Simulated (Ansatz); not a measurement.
What DFT gives for TlBr

```
CELL_PARAMETERS angstrom
3.97752 0.00000 0.00000
0.00000 3.97752 0.00000
0.00000 0.00000 3.97752
ATOMIC_POSITIONS crystal
Tl 0.00000 0.00000 0.00000
Br 0.50000 0.50000 0.50000
```

Single point in Ansatz 0.2.0 with PBE, no spin polarisation. Cutoff 420 eV, PAW datasets, 7×7×7 Γ-centred k mesh, fermi-dirac filling (width 0.1 eV).

Problem. What does the stress say?

Solution. The pressure is 1.3 GPa (compression positive), so with the atoms held at these fractions the cell would first expand.

Problem. What is the band gap?

Solution. The gap is 1.85 eV, direct at the points sampled.

Problem. How is the charge shared?

Solution. Bader charges in e: Tl +0.65, Br -0.65. In the mean Tl gives up most and Br takes most.

Problem. What is the formation energy?

Solution. -0.83 eV an atom against the elements' usual phases (free molecules for gases, crystals otherwise, with no correction for O₂ or N₂), so it is bound against them; other compounds may still compete. Relaxing would lower it.

Problem. Which orbitals make up the band edges?

Solution. Within 0.7 eV of the edges, the states project mainly on Br p (83 %) and Tl s (14 %) below the gap and on Tl p (82 %) above it.

Problem. What do density and ELF say about some of the short contacts?

Solution. Tl–Br at 3.44 Å: least valence density 0.09 e/Å³ and ELF 0.10 there, a closed-shell (ionic or weak) contact. Tl–Tl at 3.98 Å: least valence density 0.03 e/Å³ and ELF 0.03 there, so no covalent bond. Br–Br at 3.98 Å: least valence density 0.04 e/Å³ and ELF 0.04 there, a closed-shell (ionic or weak) contact. Both are smooth PAW fields, read partly inside the augmentation spheres.

Origin: a database entry at a rescaled volume. Caveats: no spin-orbit coupling, which can shift this gap by tenths of an eV; the mesh misses a band edge that the path finds.
